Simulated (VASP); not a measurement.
InP:

```xyz
2
Lattice="0.0000 2.9305 2.9305 2.9305 0.0000 2.9305 2.9305 2.9305 0.0000" Properties=species:S:1:pos:R:3 pbc="T T T"
In    0.0000    0.0000    0.0000
P     4.3957    4.3957    4.3957
```

Base run:

* Program: VASP 6.6.1
* Functional: MS2
* Potentials or basis: VASP PAW PBE potentials, release 64 (In_d, P)
* Cutoff: 520 eV
* k mesh: 8 × 8 × 8
* Occupations: fermi-dirac, width 0.05 eV
* Spin: no spin polarisation

Its results: band gap on the k mesh 1.12 eV, direct; pressure 1.5 GPa.

Problem. The run is repeated on the same cell with these changes: functional from MS2 to TPSS. What comes out?

Solution. Band gap on the k mesh 0.84 eV, direct; pressure 3.0 GPa.

Caveats: the PAW data sets were made with another functional, which shifts forces and pressure a little; spin-orbit coupling is left out, which moves the levels of the heavy elements.
